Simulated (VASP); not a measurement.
# A VASP 6.6.1 single-point calculation on CdTe

INCAR

```
ISMEAR = -1
NSW = 0
LCHARG = .FALSE.
LWAVE = .FALSE.
NELM = 89
GGA = CA
SIGMA = 0.02
LREAL = .FALSE.
NBANDS = 16
EDIFF = 1E-7
ENCUT = 520
LASPH = .TRUE.
PREC = Medium
ISIF = 2
IBRION = -1
```

KPOINTS

```
KPOINTS created by Atomic Simulation Environment
0
Gamma
8 8 8
0 0 0
```

POSCAR

```
Cd Te
 1.0000000000000000
     0.0000000000000000    3.0443556720503655    3.0443556720503655
     3.0443556720503655    0.0000000000000000    3.0443556720503655
     3.0443556720503655    3.0443556720503655   -0.0000000000000000
 Cd  Te
   1   1
Cartesian
 -0.0000000000000000 -0.0000000000000000  0.0000000000000000
  3.0443556720503655  3.0443556720503655  3.0443556720503655
```

The recommended LDA PAW datasets give the neutral cell 18 valence electrons.

Command

```
mpirun -np 1 vasp_std
```

Problem. Predict the outcome of this run.

Solution. It converged. Results: gap between bands v and c on the k mesh -1.48 eV (bands overlap: a metal); least direct gap on the k mesh 0.66 eV; pressure -3.8 GPa. Band v is the last that the valence electrons fill when counted band by band, and c is the next.

OSZICAR

```
N       E                     dE             d eps       ncg     rms          rms(c)
DAV:   1     0.102156388189E+03    0.10216E+03   -0.83305E+03   936   0.987E+02
DAV:   2    -0.253868818435E+01   -0.10470E+03   -0.98536E+02  1088   0.243E+02
DAV:   3    -0.600360634908E+01   -0.34649E+01   -0.34511E+01  1192   0.457E+01
DAV:   4    -0.602886654270E+01   -0.25260E-01   -0.25259E-01  1200   0.360E+00
DAV:   5    -0.602920925011E+01   -0.34271E-03   -0.34271E-03  1208   0.337E-01    0.557E+00
DAV:   6    -0.580512100944E+01    0.22409E+00   -0.39718E-01  1088   0.756E+00    0.460E+00
DAV:   7    -0.579166339165E+01    0.13458E-01   -0.55566E-02  1128   0.171E+00    0.181E+00
DAV:   8    -0.578924268535E+01    0.24207E-02   -0.47035E-03  1088   0.754E-01    0.334E-01
DAV:   9    -0.578904497142E+01    0.19771E-03   -0.25084E-04  1184   0.125E-01    0.604E-02
DAV:  10    -0.578903979116E+01    0.51803E-05   -0.40205E-05  1136   0.407E-02    0.304E-02
DAV:  11    -0.578904130025E+01   -0.15091E-05   -0.23322E-06  1208   0.914E-03    0.159E-02
DAV:  12    -0.578904106024E+01    0.24001E-06   -0.52460E-07  1056   0.661E-03    0.512E-03
DAV:  13    -0.578904105923E+01    0.10143E-08   -0.28292E-08   680   0.849E-04
   1 F= -.57890411E+01 E0= -.57884102E+01  d E =-.126164E-02
```

Standard output (part)

```
POSCAR found type information on POSCAR CdTe
 POSCAR found :  2 types and       2 ions
 LDA part: xc-table for (Slater(with rela. corr.)+CA(PZ))
 , standard interpolation
 POSCAR, INCAR and KPOINTS ok, starting setup
 WAVECAR not read
 entering main loop
```

For comparison, a separate LDA run of the intended cell, on usual settings and not on those above, gives a gap of -1.48 eV on its mesh and a pressure of -3.8 GPa.
